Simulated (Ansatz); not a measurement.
# InP: the cost of one run

Method: DFT PBE, scalar-relativistic, plane waves, PAW, in Ansatz 0.2.0.

## (1) The structure to begin with

The structure is cubic, space group Fm-3m (No. 225). The conventional cell has a = 5.710 Å, b = 5.710 Å, c = 5.710 Å, α = 90.00°, β = 90.00°, γ = 90.00°. In (site symmetry m-3m) has 6 P at 2.86 Å in its first shell of neighbours. P (site symmetry m-3m) is surrounded by 6 In at 2.85 to 2.86 Å.

Coordinates:

```cif
data_structure
_symmetry_space_group_name_H-M 'P 1'
_symmetry_Int_Tables_number 1
_cell_length_a 12.1127
_cell_length_b 12.1127
_cell_length_c 12.1127
_cell_angle_alpha 60.000
_cell_angle_beta 60.000
_cell_angle_gamma 60.000
_cell_volume 1256.64
loop_
_atom_site_label
_atom_site_type_symbol
_atom_site_fract_x
_atom_site_fract_y
_atom_site_fract_z
_atom_site_occupancy
In1 In 0.00000 0.00000 0.00000 1
In2 In 0.00000 0.00000 0.33333 1
In3 In 0.00000 0.00000 0.66667 1
In4 In 0.00000 0.33333 0.00000 1
In5 In 0.00000 0.33333 0.33333 1
In6 In 0.00000 0.33333 0.66667 1
In7 In 0.00000 0.66667 0.00000 1
In8 In 0.00000 0.66667 0.33333 1
In9 In 0.00000 0.66667 0.66667 1
In10 In 0.33333 0.00000 0.00000 1
In11 In 0.33333 0.00000 0.33333 1
In12 In 0.33333 0.00000 0.66667 1
In13 In 0.33333 0.33333 0.00000 1
In14 In 0.33333 0.33333 0.33333 1
In15 In 0.33333 0.33333 0.66667 1
In16 In 0.33333 0.66667 0.00000 1
In17 In 0.33333 0.66667 0.33333 1
In18 In 0.33333 0.66667 0.66667 1
In19 In 0.66667 0.00000 0.00000 1
In20 In 0.66667 0.00000 0.33333 1
In21 In 0.66667 0.00000 0.66667 1
In22 In 0.66667 0.33333 0.00000 1
In23 In 0.66667 0.33333 0.33333 1
In24 In 0.66667 0.33333 0.66667 1
In25 In 0.66667 0.66667 0.00000 1
In26 In 0.66667 0.66667 0.33333 1
In27 In 0.66667 0.66667 0.66667 1
P1 P 0.16667 0.16667 0.16667 1
P2 P 0.16667 0.16667 0.50000 1
P3 P 0.16667 0.16667 0.83333 1
P4 P 0.16667 0.50000 0.16667 1
P5 P 0.16667 0.50000 0.50000 1
P6 P 0.16667 0.50000 0.83333 1
P7 P 0.16667 0.83333 0.16667 1
P8 P 0.16667 0.83333 0.50000 1
P9 P 0.16667 0.83333 0.83333 1
P10 P 0.50000 0.16667 0.16667 1
P11 P 0.50000 0.16667 0.50000 1
P12 P 0.50000 0.16667 0.83333 1
P13 P 0.50000 0.50000 0.16667 1
P14 P 0.50000 0.50000 0.50000 1
P15 P 0.50000 0.50000 0.83333 1
P16 P 0.50000 0.83333 0.16667 1
P17 P 0.50000 0.83333 0.50000 1
P18 P 0.50000 0.83333 0.83333 1
P19 P 0.83333 0.16667 0.16667 1
P20 P 0.83333 0.16667 0.50000 1
P21 P 0.83333 0.16667 0.83333 1
P22 P 0.83333 0.50000 0.16667 1
P23 P 0.83333 0.50000 0.50000 1
P24 P 0.83333 0.50000 0.83333 1
P25 P 0.83333 0.83333 0.16667 1
P26 P 0.83333 0.83333 0.50000 1
P27 P 0.83333 0.83333 0.83333 1
```

The runs take a perfect supercell of 54 atoms; the defect goes to fractional position (0.167, 0.167, 0.167).

## (2) The perfect supercell

input.yaml

```yaml
crystal:
  lattice:
    - [0.0, 8.565, 8.565]
    - [8.565, 0.0, 8.565]
    - [8.565, 8.565, 0.0]
  atoms:
    - { symbol: In, position: [0.0, 0.0, 0.0] }
    - { symbol: In, position: [0.0, 0.0, 0.333333] }
    - { symbol: In, position: [0.0, 0.0, 0.666667] }
    - { symbol: In, position: [0.0, 0.333333, 0.0] }
    - { symbol: In, position: [0.0, 0.333333, 0.333333] }
    - { symbol: In, position: [0.0, 0.333333, 0.666667] }
    - { symbol: In, position: [0.0, 0.666667, 0.0] }
    - { symbol: In, position: [0.0, 0.666667, 0.333333] }
    - { symbol: In, position: [0.0, 0.666667, 0.666667] }
    - { symbol: In, position: [0.333333, 0.0, 0.0] }
    - { symbol: In, position: [0.333333, 0.0, 0.333333] }
    - { symbol: In, position: [0.333333, 0.0, 0.666667] }
    - { symbol: In, position: [0.333333, 0.333333, 0.0] }
    - { symbol: In, position: [0.333333, 0.333333, 0.333333] }
    - { symbol: In, position: [0.333333, 0.333333, 0.666667] }
    - { symbol: In, position: [0.333333, 0.666667, 0.0] }
    - { symbol: In, position: [0.333333, 0.666667, 0.333333] }
    - { symbol: In, position: [0.333333, 0.666667, 0.666667] }
    - { symbol: In, position: [0.666667, 0.0, 0.0] }
    - { symbol: In, position: [0.666667, 0.0, 0.333333] }
    - { symbol: In, position: [0.666667, 0.0, 0.666667] }
    - { symbol: In, position: [0.666667, 0.333333, 0.0] }
    - { symbol: In, position: [0.666667, 0.333333, 0.333333] }
    - { symbol: In, position: [0.666667, 0.333333, 0.666667] }
    - { symbol: In, position: [0.666667, 0.666667, 0.0] }
    - { symbol: In, position: [0.666667, 0.666667, 0.333333] }
    - { symbol: In, position: [0.666667, 0.666667, 0.666667] }
    - { symbol: P, position: [0.166667, 0.166667, 0.166667] }
    - { symbol: P, position: [0.166667, 0.166667, 0.5] }
    - { symbol: P, position: [0.166667, 0.166667, 0.833333] }
    - { symbol: P, position: [0.166667, 0.5, 0.166667] }
    - { symbol: P, position: [0.166667, 0.5, 0.5] }
    - { symbol: P, position: [0.166667, 0.5, 0.833333] }
    - { symbol: P, position: [0.166667, 0.833333, 0.166667] }
    - { symbol: P, position: [0.166667, 0.833333, 0.5] }
    - { symbol: P, position: [0.166667, 0.833333, 0.833333] }
    - { symbol: P, position: [0.5, 0.166667, 0.166667] }
    - { symbol: P, position: [0.5, 0.166667, 0.5] }
    - { symbol: P, position: [0.5, 0.166667, 0.833333] }
    - { symbol: P, position: [0.5, 0.5, 0.166667] }
    - { symbol: P, position: [0.5, 0.5, 0.5] }
    - { symbol: P, position: [0.5, 0.5, 0.833333] }
    - { symbol: P, position: [0.5, 0.833333, 0.166667] }
    - { symbol: P, position: [0.5, 0.833333, 0.5] }
    - { symbol: P, position: [0.5, 0.833333, 0.833333] }
    - { symbol: P, position: [0.833333, 0.166667, 0.166667] }
    - { symbol: P, position: [0.833333, 0.166667, 0.5] }
    - { symbol: P, position: [0.833333, 0.166667, 0.833333] }
    - { symbol: P, position: [0.833333, 0.5, 0.166667] }
    - { symbol: P, position: [0.833333, 0.5, 0.5] }
    - { symbol: P, position: [0.833333, 0.5, 0.833333] }
    - { symbol: P, position: [0.833333, 0.833333, 0.166667] }
    - { symbol: P, position: [0.833333, 0.833333, 0.5] }
    - { symbol: P, position: [0.833333, 0.833333, 0.833333] }
basis:
  ecutwfc: 420
  fft_grid_basis: typed
kpoints:
  mp_grid: { grid: [1, 1, 1] }
hamiltonian:
  xc: pbe
  pseudopotentials: { kind: paw }
scf:
  occupations: { method: gaussian, width: 0.05 }
output:
  forces: true
  stress: false
  eigenvalues: true
  bader: false
  write_density: true
  volumetric_format: npy
```

Run with:

```bash
$ ansatz run input.yaml --threads 8 --pin off --max-ram 16384MiB --backend cpu --events-out ev --progress --plain --runs-dir out
```

What time and memory should one allow on 8 threads of AMD EPYC 9R45 (Zen 5), shared host?

About 2.2 s, with a peak of 1.5 GiB.
